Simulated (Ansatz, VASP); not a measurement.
Given: the input of a run of VASP 6.6.1 on Al2O3.

INCAR

```
PREC = Accurate
ENCUT = 520
EDIFF = 1E-7
ISMEAR = -1
SIGMA = 0.05
LREAL = F
LASPH = T
NELM = 80
ALGO = Normal
ISIF = 2
LWAVE = F
LCHARG = F
GGA = PE
NBANDS = 20
```

File KPOINTS:

```
Automatic mesh
0
Gamma
  11 11 3
```

POSCAR

```
Al2O3
1.0
    2.9034269947      0.0000000000      0.0000000000
   -1.4517134974      2.5144415355      0.0000000000
    0.0000000000      0.0000000000      9.3985890730
Al O
2 3
Direct
    0.0000000000      0.0000000000      0.8500076700
    0.0000000000      0.0000000000      0.1499923300
    0.3333333333      0.6666666667      0.7776830800
    0.6666666667      0.3333333333      0.0000000000
    0.3333333333      0.6666666667      0.2223169200
```

Potentials or basis: VASP PAW PBE potentials, release 64 (Al, O).

The run is started by

```bash
$ cat potpaw_PBE.64/Al/POTCAR potpaw_PBE.64/O/POTCAR > POTCAR
$ mpirun -np 1 vasp_std > vasp.out
```

Task: Set up the same calculation for Ansatz 0.2.0. Potentials there: Ansatz PAW.

Result: As run (the cutoff follows the program's own potentials):

input.yaml

```yaml
crystal:
  lattice:
    - [2.9034269947, 0.0, 0.0]
    - [-1.4517134974, 2.5144415355, 0.0]
    - [0.0, 0.0, 9.398589073]
  atoms:
    - { symbol: Al, position: [0.0, 0.0, 0.85000767] }
    - { symbol: Al, position: [0.0, 0.0, 0.14999233] }
    - { symbol: O, position: [0.3333333333, 0.6666666667, 0.77768308] }
    - { symbol: O, position: [0.6666666667, 0.3333333333, 0.0] }
    - { symbol: O, position: [0.3333333333, 0.6666666667, 0.22231692] }
hamiltonian:
  xc: pbe
  pseudopotentials: { kind: paw }
kpoints:
  mp_grid: { grid: [11, 11, 3] }
scf:
  occupations: { method: fermi_dirac, width: 0.05 }
output:
  forces: true
  stress: true
  eigenvalues: true
```

Potentials or basis: Ansatz PAW.

Command:

```console
$ ansatz run input.yaml --threads 2 --pin off --max-ram 5120MiB --backend cpu --events-out ev --progress --plain --runs-dir out
```

Both were run:

|  | VASP | Ansatz | Ansatz less VASP |
| --- | --- | --- | --- |
| gap on the k mesh at the Fermi level (eV) | 4.60 | 4.62 | +0.020 |
| least direct gap on the mesh (eV) | 4.83 | 4.84 | +0.018 |
| pressure (GPa) | -2.6 | -2.6 | +0.01 |
| largest component of the traceless stress (GPa) | 0.75 | 0.95 | +0.196 |
| rms of the force components (eV/Å) | 0.080 | 0.067 | -0.0132 |

Atom by atom the forces differ by 0.017 eV/Å (rms over components).

Caveats: an odd mesh through Γ misses points on the zone boundary, where band edges often lie (VASP); odd divisions of the mesh miss points on the zone boundary, where band edges often lie, so the gap on the mesh can be too wide (Ansatz); the pressure holds a Pulay correction of +0.5 GPa for the finite cutoff (Ansatz).
